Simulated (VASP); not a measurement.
Write the native input for VASP 6.6.1 that does the following.

```yaml
Task: band structure
Functional: PBE
Potentials_or_basis: VASP PAW PBE potentials, release 64 (Ga_d, As)
Cutoff: 520 eV
k_mesh: 10 × 10 × 10
Occupations: gaussian, width 0.03 eV
Spin: no spin polarisation
Further_INCAR_settings: ALGO = Normal; EDIFF = 1e-06; NBANDS = 16
```

The structure of GaAs lies in POSCAR:

```
GaAs                                    
1.0
    0.0000000000      2.8313993253      2.8313993253
    2.8313993253      0.0000000000      2.8313993253
    2.8313993253      2.8313993253      0.0000000000
  Ga              As            
     1     1
Direct
     0.0000000000000000    0.0000000000000000    0.0000000000000000
     0.2500000000000000    0.2500000000000000    0.2500000000000000
```

These files were run (other wordings do the same):

INCAR

```
PREC = Accurate ; ENCUT = 520
EDIFF = 1E-6 ; ISMEAR = 0
SIGMA = 0.03 ; LREAL = False
LASPH = True ; NELM = 80
ALGO = Normal ; ISIF = 2
LWAVE = False ; LCHARG = False
GGA = PE ; NBANDS = 16
```

KPOINTS

```
regular mesh
0
Gamma
  10 10 10
```

KPOINTS_OPT

```
explicit points
252
Reciprocal
 0.0000000000  0.0000000000  0.0000000000 1
 0.0357142857  0.0000000000  0.0357142857 1
 0.0714285714  0.0000000000  0.0714285714 1
 0.1071428571  0.0000000000  0.1071428571 1
 0.1428571429  0.0000000000  0.1428571429 1
 0.1785714286  0.0000000000  0.1785714286 1
[... 244 lines left out ...]
 0.5111346300  0.0222692700  0.5111346300 1
 0.4888653700 -0.0222692700  0.4888653700 1
```

Potentials or basis: VASP PAW PBE potentials, release 64 (Ga_d, As).

The run is started by

```bash
$ cat potpaw_PBE.64/Ga_d/POTCAR potpaw_PBE.64/As/POTCAR > POTCAR
$ mpirun -np 1 vasp_std > vasp.out
```

Results of the run:

The pressure is 3.1 GPa. The band gap on the k mesh is 0.48 eV, direct. The band gap along the path is 0.48 eV, direct.

It took 70 s on 1 thread of Intel(R) Xeon(R) Platinum 8488C (Sapphire Rapids), on a shared host, peak memory 0.2 GiB.
